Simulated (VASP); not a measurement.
# AlN (F-43m) in VASP: further runs

Runs on AlN. Level: PBE. Tasks: single point.

Everything below comes from runs of VASP 6.6.1. Logs are shortened: lines on timing, memory, paths and dates and some standing lists are left out, and cuts for length are marked.

## Step 1: Starting point

Symmetry: F-43m, No. 216, cubic system. Conventional cell: a = 4.368 Å, b = 4.368 Å, c = 4.368 Å, α = 90.00°, β = 90.00°, γ = 90.00°. Around Al (site symmetry -43m) lie 4 N at 1.89 Å. N (site symmetry -43m) is surrounded by 4 Al at 1.89 Å.

Measurements of this composition are mostly on another form, of space group No. 186.

## Step 2: Single point, PBE

Contents of INCAR:

```
PREC     = Accurate       # precision mode
ENCUT    = 520            # plane-wave cutoff, eV
EDIFF    = 1E-7           # SCF threshold, eV
ISMEAR   = 0              # smearing method
SIGMA    = 0.02           # smearing width, eV
LREAL    = False          # projectors in reciprocal space
LASPH    = True           # aspherical terms in the spheres
NELM     = 60             # most SCF steps
ALGO     = Normal         # electronic algorithm
ISIF     = 2              # what is computed and relaxed
LWAVE    = False          # write WAVECAR
LCHARG   = False          # write CHGCAR
GGA      = PE             # functional
```

Contents of KPOINTS:

```
regular mesh
0
Gamma
  4 4 4
```

Contents of POSCAR:

```
AlN
1.0
    0.0000000000      2.1839935600      2.1839935600
    2.1839935600      0.0000000000      2.1839935600
    2.1839935600      2.1839935600      0.0000000000
Al N
1 1
Direct
    0.0000000000      0.0000000000      0.0000000000
    0.7500000000      0.7500000000      0.7500000000
```

Potentials or basis: VASP PAW PBE potentials, release 64 (Al, N).

Started as:

```sh
$ cat potpaw_PBE.64/Al/POTCAR potpaw_PBE.64/N/POTCAR > POTCAR
$ mpirun -np 1 vasp_std > vasp.out
```

OUTCAR:

```text
PREC = Accurate
   ENCUT = 520
   EDIFF = 1E-7
   ISMEAR = 0
   LREAL = False
   LASPH = True
   NELM = 60
   ISIF = 2
   GGA = PE

 ion  position               nearest neighbor table
   1  0.000  0.000  0.000-   2 1.89   2 1.89   2 1.89   2 1.89
   2  0.750  0.750  0.750-   1 1.89   1 1.89   1 1.89   1 1.89

  LATTYP: Found a face centered cubic cell.
 ALAT       =     4.3679871200

  Lattice vectors:

 A1 = (   0.0000000000,   2.1839935600,   2.1839935600)
 A2 = (   2.1839935600,   0.0000000000,   2.1839935600)
 A3 = (   2.1839935600,   2.1839935600,   0.0000000000)

Analysis of symmetry for initial positions (statically):
=====================================================================
 Subroutine PRICEL returns:
 Original cell was already a primitive cell.

 Routine SETGRP: Setting up the symmetry group for a
 face centered cubic supercell.

 Subroutine GETGRP returns: Found 24 space group operations
 (whereof 24 operations were pure point group operations)
 out of a pool of 48 trial point group operations.

The static configuration has the point symmetry T_d .

Analysis of symmetry for dynamics (positions and initial velocities):
=====================================================================
 Subroutine PRICEL returns:
 Original cell was already a primitive cell.

 Routine SETGRP: Setting up the symmetry group for a
 face centered cubic supercell.

 Subroutine GETGRP returns: Found 24 space group operations
 (whereof 24 operations were pure point group operations)
 out of a pool of 48 trial point group operations.

The dynamic configuration has the point symmetry T_d .

 Subroutine INISYM returns: Found 24 space group operations
 (whereof 24 operations are pure point group operations),
 and found     1 'primitive' translations

----------------------------------------------------------------------------------------

                                     Primitive cell

  volume of cell :      20.8345

  direct lattice vectors                    reciprocal lattice vectors
     0.000000000  2.183993560  2.183993560    -0.228938404  0.228938404  0.228938404
     2.183993560  0.000000000  2.183993560     0.228938404 -0.228938404  0.228938404
     2.183993560  2.183993560  0.000000000     0.228938404  0.228938404 -0.228938404

  length of vectors
     3.088633313  3.088633313  3.088633313     0.396532948  0.396532948  0.396532948

  position of ions in fractional coordinates (direct lattice)
     0.000000000  0.000000000  0.000000000
     0.750000000  0.750000000  0.750000000
[... 66 lines left out ...]
   ISIF   =      2    stress and relaxation
   ISYM   =      2    0-nonsym 1-usesym 2-fastsym
   POTIM  = 0.5000    time-step for ionic-motion
   TEBEG  =    0.0;   TEEND  =   0.0 temperature during run
   PSTRESS=    0.0 pullay stress
   NELECT =       8.0000    total number of electrons
   NUPDOWN=      -1.0000    fix difference up-down
   EMIN   =  10.00;   EMAX   =-10.00  energy-range for DOS
   EFERMI =   0.00;   METHOD = LEGACY
   ISMEAR =     0;   SIGMA  =   0.02  broadening in eV -4-tet -1-fermi 0-gaus
   EFERMI_NEDOS =   21; number of points for ismear=-14 and -15
   IALGO  =     38    algorithm
   IMIX   =      4    mixing-type and parameters
     AMIX     =   0.40;   BMIX     =  1.00
     AMIX_MAG =   1.60;   BMIX_MAG =  1.00
  volume/ion in A,a.u.               =      10.42        70.30
  Fermi-wavevector in a.u.,A,eV,Ry     =   1.189899  2.248583 19.263943  1.415860
  Thomas-Fermi vector in A             =   2.325996
   LORBIT       =      0    0 simple, 1 ext, 2 COOP (PROOUT), +10 PAW based schemes
   GGA     = PE    functional components
   LHFCALC =     F    Hartree Fock is set to
   AEXX    =    0.0000 exact exchange contribution
   IVDW    =     0    specifies the selected vdW correction
   LEPSILON=     F    determine dielectric tensor
   LRPA    =     F    only Hartree local field effects (RPA)
 non-spin polarized calculation
 Gauss-broadening in eV      SIGMA  =   0.02
  energy-cutoff  :      520.00
  volume of cell :       20.83
 maximum number of plane-waves:       568
 NGX is ok and might be reduce to    24
   NGX = 11   NGY = 11   NGZ = 11

 number of electron       8.0000000 magnetization

 Free energy of the ion-electron system (eV)
  ---------------------------------------------------
  ext. energy  EPLUGINS =         0.00000000
  ---------------------------------------------------
  free energy    TOTEN  =       -14.80338682 eV

  energy without entropy =      -14.80338682  energy(sigma->0) =      -14.80338682

 E-fermi :   6.1547     XC(G=0): -10.9263

 val. band max:        6.0006377185   @ k =   0.0000   0.0000   0.0000
 cond. band min:       9.2926422515   @ k =   0.5000   0.5000   0.0000
 fundamental gap:      3.2920045330
 Fermi energy:         6.1546549292

 k-point     1 :       0.0000    0.0000    0.0000
  band No.  band energies     occupation
      1      -8.9874      2.00000
      2       6.0006      2.00000
      3       6.0006      2.00000
      4       6.0006      2.00000
      5      10.1846      0.00000
      6      18.5345      0.00000
      7      18.5345      0.00000
      8      18.5345      0.00000
[... 67 lines left out ...]
 k-point     8 :      -0.2500    0.5000    0.2500
  band No.  band energies     occupation
      1      -6.2400      2.00000
      2       2.2089      2.00000
      3       2.5557      2.00000
      4       3.2953      2.00000
      5      12.0306      0.00000
      6      17.4127      0.00000
      7      17.9565      0.00000
      8      18.1634      0.00000

------------------------ aborting loop because EDIFF is reached ----------------------------------------

  FORCE on cell =-STRESS in cart. coord.  units (eV):
  Direction    XX          YY          ZZ          XY          YZ          ZX
  --------------------------------------------------------------------------------------
  -------------------------------------------------------------------------------------
  Total        0.6035149      0.6035149      0.6035149      0.0000000      0.0000000     -0.0000000
  in kB       46.4103129     46.4103129     46.4103129      0.0000000      0.0000000     -0.0000000
  external PRESSURE =      46.4103129 kB  Pullay stress =       0.0000000 kB

 VOLUME and BASIS-vectors are now :
 -----------------------------------------------------------------------------
  energy-cutoff  :      520.00
  volume of cell :       20.83
      direct lattice vectors                 reciprocal lattice vectors
     0.000000000  2.183993560  2.183993560    -0.228938404  0.228938404  0.228938404
     2.183993560  0.000000000  2.183993560     0.228938404 -0.228938404  0.228938404
     2.183993560  2.183993560  0.000000000     0.228938404  0.228938404 -0.228938404

 POSITION                                       TOTAL-FORCE (eV/Angst)
 -----------------------------------------------------------------------------------
      0.00000      0.00000      0.00000         0.000000     -0.000000     -0.000000
      3.27599      3.27599      3.27599        -0.000000      0.000000      0.000000
 -----------------------------------------------------------------------------------
    total drift:                               -0.000000     -0.000000     -0.000000

  FREE ENERGIE OF THE ION-ELECTRON SYSTEM (eV)
  ---------------------------------------------------
  free  energy   TOTEN  =       -14.8033868228 eV

  energy  without entropy=      -14.8033868228  energy(sigma->0) =      -14.80338682
```

OSZICAR:

```text
N       E                     dE             d eps       ncg     rms          rms(c)
DAV:   1     0.109919555973E+02    0.10992E+02   -0.41397E+03   136   0.832E+02
DAV:   2    -0.166450401654E+02   -0.27637E+02   -0.27449E+02   160   0.150E+02
DAV:   3    -0.172103028659E+02   -0.56526E+00   -0.56526E+00   152   0.275E+01
DAV:   4    -0.172120539655E+02   -0.17511E-02   -0.17511E-02   176   0.146E+00
DAV:   5    -0.172120573570E+02   -0.33914E-05   -0.33914E-05   160   0.421E-02    0.865E+00
DAV:   6    -0.148208814370E+02    0.23912E+01   -0.13469E+01   152   0.238E+01    0.297E+00
DAV:   7    -0.148090226508E+02    0.11859E-01   -0.10926E-01   128   0.337E+00    0.201E+00
DAV:   8    -0.148034581224E+02    0.55645E-02   -0.17726E-02   128   0.184E+00    0.382E-01
DAV:   9    -0.148032655984E+02    0.19252E-03   -0.57803E-04   160   0.197E-01    0.210E-01
DAV:  10    -0.148033903986E+02   -0.12480E-03   -0.29096E-04   136   0.148E-01    0.462E-02
DAV:  11    -0.148033867150E+02    0.36836E-05   -0.10825E-05   136   0.250E-02    0.165E-02
DAV:  12    -0.148033868203E+02   -0.10532E-06   -0.11839E-06   128   0.105E-02    0.650E-04
DAV:  13    -0.148033868228E+02   -0.24406E-08   -0.21645E-08    72   0.137E-03
   1 F= -.14803387E+02 E0= -.14803387E+02  d E =-.929448E-29
```

It took 6.2 s on 1 thread of Intel Xeon Platinum 8488C (Sapphire Rapids), shared host; peak memory 0.12 GiB.

What came out:

- Free energy: -14.8034 eV
- Pressure: 4.6 GPa
- Band gap on the k mesh: 3.29 eV, indirect (least direct gap 4.18 eV)

Levels at points of the mesh, in eV from the valence-band top:
```
           k point  band 2  band 3  band 4  band 5  band 6  band 7
(0.00, 0.00, 0.00)    0.00    0.00    0.00    4.18   12.53   12.53
(0.50, 0.00, 0.00)   -5.87   -0.48   -0.48    7.36    9.86   11.12
(0.50, 0.50, 0.00)   -4.91   -1.78   -1.78    3.29    8.59   13.95
```

Caveat: the k mesh is coarse (spacing up to 0.62 Å⁻¹), so the values aren't converged.

## Step 3: Single point, PBE

INCAR is that of step 2.

Contents of KPOINTS:

```
regular mesh
0
Gamma
  6 6 6
```

POSCAR is that of step 2.

Potentials or basis: VASP PAW PBE potentials, release 64 (Al, N).

Started as:

```sh
$ cat potpaw_PBE.64/Al/POTCAR potpaw_PBE.64/N/POTCAR > POTCAR
$ mpirun -np 1 vasp_std > vasp.out
```

Wall time 6.9 s (1 thread of Intel Xeon Platinum 8488C (Sapphire Rapids), shared host); peak memory 0.12 GiB.

Results (log left out):

```
Free energy            : -14.8386 eV
Pressure               : 4.6 GPa
Band gap on the k mesh : 3.32 eV, indirect (least direct gap 4.20 eV)
```

Levels at points of the mesh, in eV from the valence-band top:
```csv
k point,band 1,band 2,band 3,band 4,band 5,band 6,band 7,band 8
"(0.00, 0.00, 0.00)",-14.98,0.00,0.00,0.00,4.20,12.56,12.56,12.56
"(0.50, 0.00, 0.00)",-12.93,-5.85,-0.48,-0.48,7.38,9.86,11.14,11.14
"(0.50, 0.50, 0.00)",-12.30,-4.90,-1.77,-1.77,3.32,8.61,13.96,15.73
```
